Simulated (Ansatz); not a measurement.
Ge:

```
Ge
1.0
     3.99759    0.00000    0.00000
    -1.99879    3.46201    0.00000
     0.00000    0.00000    6.59938
Ge
4
Direct
  0.33333 0.66667 0.93710
  0.66667 0.33333 0.43710
  0.33333 0.66667 0.56290
  0.66667 0.33333 0.06290
```

This isn't the form of Ge at room conditions, which is diamond.

Program: Ansatz 0.2.0. Alike in all runs: potentials or basis Ansatz PAW; no spin polarisation; cell as given; k mesh 4 × 4 × 2; smearing fermi-dirac 0.05 eV; the mesh is coarse, so values aren't converged.

Problem. Order these runs on this cell by their pressure, lowest first.
A. level HSE03; cutoff (eV) 420; points for each segment of the path 4
B. level HF; cutoff (eV) 420
C. level r2SCAN0; cutoff (eV) 500

Solution. C (-1.5 GPa), A (0.7 GPa), B (3.1 GPa).

Caveats: all runs use coarse meshes; the PAW data sets come from PBE, with cores solved anew for the run's functional, which leaves a small shift of forces and pressure; the thresholds are loose for stress.
